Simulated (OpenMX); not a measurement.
LiF (Griceite):

```
F Li
1.0
     0.00000    2.01400    2.01400
     2.01400    0.00000    2.01400
     2.01400    2.01400    0.00000
F Li
1 1
Direct
  0.50000 0.50000 0.50000
  0.00000 0.00000 0.00000
```

```yaml
Program: OpenMX 3.8.5
Task: single point
Functional: PBE
Potentials_or_basis: OpenMX 2013 PBE set, F6.0-s2p2d1, Li8.0-s3p2, grid cutoff 350 Ry
k_mesh: 11 × 11 × 11
Occupations: fermi-dirac, width 0.05 eV
Spin: no spin polarisation
```

On this cell: pressure 3.1 GPa; largest force zero by symmetry; band gap on the k mesh 8.99 eV, direct.

The same run follows on a disturbed copy (atoms moved at random, drawn with an rms of 0.05 Å):

```
CELL_PARAMETERS angstrom
0.00000 2.01400 2.01400
2.01400 0.00000 2.01400
2.01400 2.01400 0.00000
ATOMIC_POSITIONS crystal
F 0.51469 0.47986 0.52021
Li 0.01018 0.99935 0.01060
```

Q: What does the disturbed cell give?

A: The energy moves by +0.9 meV/atom; pressure 3.1 GPa; largest force 0.113 eV/Å; band gap on the k mesh 8.99 eV, direct.

Forces in eV/Å, atoms in the order of the input:
```
F    0.044 -0.061  0.084
Li  -0.041  0.051 -0.068
```

The forces don't sum to zero, so they hold noise of the program's grid.

Caveats: an odd mesh through Γ misses points on the zone boundary, where band edges often lie; the basis of atomic orbitals isn't converged, which shifts pressures, moduli and gaps.
